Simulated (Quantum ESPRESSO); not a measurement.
Crystal: WS2.

```xyz
3
Lattice="1.5790 0.9116 6.1633 -1.5790 0.9116 6.1633 0.0000 -1.8233 6.1633" Properties=species:S:1:pos:R:3 pbc="T T T"
W     0.0000    0.0000    0.0000
S     0.0000    0.0000   10.7427
S     0.0000    0.0000   13.8730
```

Measurements of this composition are mostly on another form, of space group No. 194.

Base run:

| Property | Result |
| --- | --- |
| Program | Quantum ESPRESSO 7.5 |
| Functional | PBEsol |
| Potentials or basis | GBRV 1.5 PBEsol |
| Cutoff | 762 eV |
| Density cutoff | 6095 eV |
| k mesh | 10 × 10 × 10 |
| Occupations | fermi-dirac, width 0.05 eV |
| Spin | no spin polarisation |
| Hubbard terms | W d U = 3 eV |

Its results: band gap on the k mesh 1.09 eV, indirect (least direct gap 2.10 eV); pressure -0.1 GPa; largest force 0.607 eV/Å.

Q: The run is repeated on the same cell with these changes: hubbard terms from W d U = 3 eV to W d U = 6 eV. What comes out?

A: Band gap on the k mesh 1.25 eV, indirect (least direct gap 1.83 eV); pressure 0.4 GPa; largest force 0.615 eV/Å.

Caveats: spin-orbit coupling is left out, which moves the levels of the heavy elements.

A k mesh can miss the band edges.

Not every run made on this cell is shown here.
